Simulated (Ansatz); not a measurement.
# SiO2: hydrostatic pressure series

Computed with DFT r2SCAN, scalar-relativistic, plane waves, PAW in Ansatz. (500 eV cutoff, 6×6×6 k-mesh, Gaussian smearing of 0.02 eV, no spin polarisation)

Starting point, cell and atoms relaxed:

```yaml
crystal:
  lattice:
    - [-2.47439, 2.47439, 3.65893]
    - [2.47439, -2.47439, 3.65893]
    - [2.47439, 2.47439, -3.65893]
  atoms:
    - { symbol: Si, position: [0.00000, 0.00000, 0.00000] }
    - { symbol: Si, position: [0.75000, 0.25000, 0.50000] }
    - { symbol: O, position: [0.37500, 0.22246, 0.34746] }
    - { symbol: O, position: [0.97246, 0.62500, 0.84746] }
    - { symbol: O, position: [0.77754, 0.12500, 0.15254] }
    - { symbol: O, position: [0.87500, 0.02754, 0.65254] }
```

Cell and atoms are relaxed at each pressure within the symmetry of the start, at zero temperature, so transitions that lower the symmetry aren't seen. The k-mesh given is that at zero pressure and may differ at others. a, b and c are the lengths of the cell vectors above. ΔH is E + PV over the energy at zero pressure. Gaps are generalised Kohn–Sham gaps over the whole zone.

| P (GPa) | V (Å³/atom) | V/V0 | a (Å) | b (Å) | c (Å) | α (°) | β (°) | γ (°) | ΔH (eV/atom) | gap (eV) |
| --- | --- | --- | --- | --- | --- | --- | --- | --- | --- | --- |
| -3 | 17.24 | 1.154 | 5.269 | 5.269 | 5.269 | 120.0 | 120.0 | 90.0 | -0.300 | 6.00 |
| 0 | 14.93 | 1.000 | 5.063 | 5.063 | 5.063 | 121.5 | 121.5 | 87.4 | 0.000 | 6.55 |
| 3 | 13.32 | 0.892 | 4.921 | 4.921 | 4.921 | 123.1 | 123.1 | 84.7 | 0.263 | 7.00 |
| 8 | 11.69 | 0.783 | 4.803 | 4.803 | 4.803 | 125.9 | 125.9 | 80.0 | 0.652 | 7.26 |
| 15 | 10.24 | 0.686 | 4.762 | 4.762 | 4.762 | 130.2 | 130.2 | 73.0 | 1.129 | 7.34 |
| 30 | 8.94 | 0.599 | 4.720 | 4.720 | 4.720 | 133.9 | 133.9 | 67.2 | 2.017 | 7.51 |
| 60 | 7.89 | 0.528 | 4.623 | 4.623 | 4.623 | 135.8 | 135.8 | 64.3 | 3.581 | 6.92 |

This form isn't the usual stable structure of the compound.